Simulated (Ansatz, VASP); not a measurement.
## Two plane-wave programs on SnSe

The input POSCAR:

```
SnSe
1.0
    0.0000000000      2.8312929131      2.8312929131
    2.8312929131      0.0000000000      2.8312929131
    2.8312929131      2.8312929131      0.0000000000
Sn Se
1 1
Direct
    0.0000000000      0.0000000000      0.0000000000
    0.5000000000      0.5000000000      0.5000000000
```

Contents of INCAR.step1:

```
ALGO = Normal
EDIFF = 1E-4
ENCUT = 520
GGA = PE
ISMEAR = -1
LASPH = True
LCHARG = False
LREAL = False
LWAVE = True
NBANDS = 17
NELM = 60
PREC = Accurate
SIGMA = 0.02
```

File INCAR.step2:

```
ALGO = Normal
EDIFF = 1E-6
ENCUT = 520
ISIF = 2
ISMEAR = -1
ISTART = 1
LASPH = True
LCHARG = False
LMIXTAU = True
LREAL = False
LWAVE = False
METAGGA = R2SCAN
NBANDS = 17
NELM = 60
PREC = Accurate
SIGMA = 0.02
```

KPOINTS

```
k-points
0
Gamma
  8 8 8
```

Input for Ansatz:

```yaml
crystal:
  lattice:
    - [0.0, 2.8312929131, 2.8312929131]
    - [2.8312929131, 0.0, 2.8312929131]
    - [2.8312929131, 2.8312929131, 0.0]
  atoms:
    - { symbol: Sn, position: [0.0, 0.0, 0.0] }
    - { symbol: Se, position: [0.5, 0.5, 0.5] }
kpoints:
  mp_grid: { grid: [8, 8, 8] }
  band_path:
    path:
      - [0.0, 0.0, 0.0]
      - [0.5, 0.0, 0.5]
      - [0.625, 0.25, 0.625]
      - [0.375, 0.375, 0.75]
      - [0.5, 0.5, 0.5]
      - [0.5, 0.25, 0.75]
      - [0.5, 0.475, 0.525]
      - [0.0, 0.195964, -0.195313]
      - [-0.079997, -0.041097, 0.463298]
    npoints: 1
hamiltonian:
  xc: r2scan
scf:
  occupations: { method: fermi_dirac, width: 0.02 }
  n_extra_bands: 4
output:
  forces: true
  stress: true
  eigenvalues: true
```

Change from the starting cell: hydrostatic strain -5.7%.

Alike in both runs: task single point; functional r2SCAN; k mesh 8 × 8 × 8; occupations fermi-dirac, width 0.02 eV; no spin polarisation.

|  | VASP | Ansatz |
| --- | --- | --- |
| version | VASP 6.6.1 | Ansatz 0.2.0 |
| potentials or method | VASP PAW PBE potentials, release 64 (Sn_d, Se) | plane waves, PAW |
| plane-wave cutoff (eV) | 520 | 500 |
| valence electrons in the cell | 20 | 30 |

|  | VASP | Ansatz | Ansatz less VASP |
| --- | --- | --- | --- |
| pressure (GPa) | 14.4 | 14.3 | -0.07 |

The two sets of potentials don't hold the same shells in valence.

Caveats: the PAW data sets were made with another functional, which shifts forces and pressure a little (VASP); spin-orbit coupling is left out, which moves the levels of the heavy elements. A k mesh can miss the band edges.
